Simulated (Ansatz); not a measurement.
TiO₂: do energies and stresses tell the same story?

Method: Ansatz 0.2.0, DFT PBE, scalar-relativistic, plane waves, PAW.

Settings: cutoff 420 eV, Γ-centred mesh 6×6×10 on the computed 6-atom cell, Gaussian smearing of 0.02 eV; no spin polarisation.

Relaxed cell: P4_2/mnm, a = 4.643 Å, b = 4.643 Å, c = 2.964 Å, α = 90.00°, β = 90.00°, γ = 90.00°, 6 atoms in the primitive cell.

Energies at zero smearing and pressures from the stress tensor, at volumes with shape and atoms relaxed:
```json
{"V (Å³/atom)": "10.011", "E − E(first) (meV/atom)": "0.00", "P (GPa)": "14.77"}
{"V (Å³/atom)": "10.331", "E − E(first) (meV/atom)": "-21.16", "P (GPa)": "6.71"}
{"V (Å³/atom)": "10.650", "E − E(first) (meV/atom)": "-27.68", "P (GPa)": "0.01"}
{"V (Å³/atom)": "10.970", "E − E(first) (meV/atom)": "-22.04", "P (GPa)": "-5.49"}
{"V (Å³/atom)": "11.289", "E − E(first) (meV/atom)": "-6.52", "P (GPa)": "-9.90"}
```

Problem. Check P = −dE/dV between neighbouring volumes, and get the bulk modulus from the pressures alone.

Solution. With 1 eV/Å³ = 160.2 GPa:
| middle V (Å³/atom) | −ΔE/ΔV (GPa) | mean P (GPa) |
| --- | --- | --- |
| 10.171 | 10.613 | 10.742 |
| 10.490 | 3.265 | 3.362 |
| 10.810 | -2.824 | -2.740 |
| 11.129 | -7.782 | -7.696 |

The two differ by 0.13 GPa at most. The mean of two end pressures misses the average over a step by about ΔV² P″/12, up to 0.12 GPa here; with that taken off 0.01 GPa remains. Around V = 10.650 Å³/atom, the two neighbours give B = −V ΔP/ΔV = 10.650 × 12.20 / 0.639 = 203.4 GPa, against B0 = 201.3 GPa from the Birch–Murnaghan fit of the energies.

A ferromagnetic start lost its moments in a first run, so spin was left out; other magnetic orders weren't tried.